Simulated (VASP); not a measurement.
Wanted: the native input for a VASP 6.6.1 run.

* Task: single point
* Functional: PBEsol
* Potentials or basis: VASP PAW PBE potentials, release 64 (Pb_d, Se)
* Cutoff: 520 eV
* k mesh: 6 × 6 × 1
* Occupations: gaussian, width 0.03 eV
* Spin: no spin polarisation
* Dipole correction: yes
* Further INCAR settings: ALGO = Normal; EDIFF = 1e-07

The structure of PbSe lies in POSCAR:

```
PbSe                                    
1.0
    4.3161656500      0.0000000000      0.0000000000
    0.0000000000      4.3161656500      0.0000000000
    0.0000000000      0.0000000000     18.0519900000
  Pb              Se            
     2     2
Direct
     0.5000000000000000    0.5000000000000000    0.4236441017636433
     0.0000000000000000    0.0000000000000000    0.5763558982363568
     0.0000000000000000    0.0000000000000000    0.4214946148913293
     0.5000000000000000    0.5000000000000000    0.5785053851086707
```

These files were run (other wordings do the same):

INCAR

```
SYSTEM = PbSe
PREC     = Accurate       ! precision mode
ENCUT    = 520            ! plane-wave cutoff, eV
EDIFF    = 1E-7           ! SCF threshold, eV
ISMEAR   = 0              ! smearing method
SIGMA    = 0.03           ! smearing width, eV
LREAL    = .FALSE.        ! projectors in reciprocal space
LASPH    = .TRUE.         ! aspherical terms in the spheres
NELM     = 80             ! most SCF steps
ALGO     = Normal         ! electronic algorithm
ISIF     = 2              ! what is computed and relaxed
LWAVE    = .FALSE.        ! write WAVECAR
LCHARG   = .FALSE.        ! write CHGCAR
LDIPOL   = .TRUE.       
IDIPOL   = 3            
DIPOL    = 0.5 0.5 0.500
GGA      = PS             ! functional
LVHAR    = .TRUE.       
LVACPOTAV= .TRUE.       
ICORELEVEL= 1
```

KPOINTS

```
Automatic mesh
0
G
  6 6 1
  0 0 0
```

Potentials or basis: VASP PAW PBE potentials, release 64 (Pb_d, Se).

Run with:

```bash
$ cat potpaw_PBE.64/Pb_d/POTCAR potpaw_PBE.64/Se/POTCAR > POTCAR
$ mpirun -np 1 vasp_std > vasp.out
```

Results of the run:

```json
{"Largest force": "0.011 eV/Å", "Band gap on the k mesh": "1.64 eV, direct", "Ionisation potential of the upper face": "4.66 eV"}
```

Caveat: the PAW data sets were made with another functional, which shifts forces and pressure a little; spin-orbit coupling is left out, which as a rule narrows the gap of such compounds by several tenths of an eV.

Wall time 71 s on 1 thread of Intel(R) Xeon(R) 6975P-C (Granite Rapids), with other jobs on the host, peak memory 0.37 GiB.
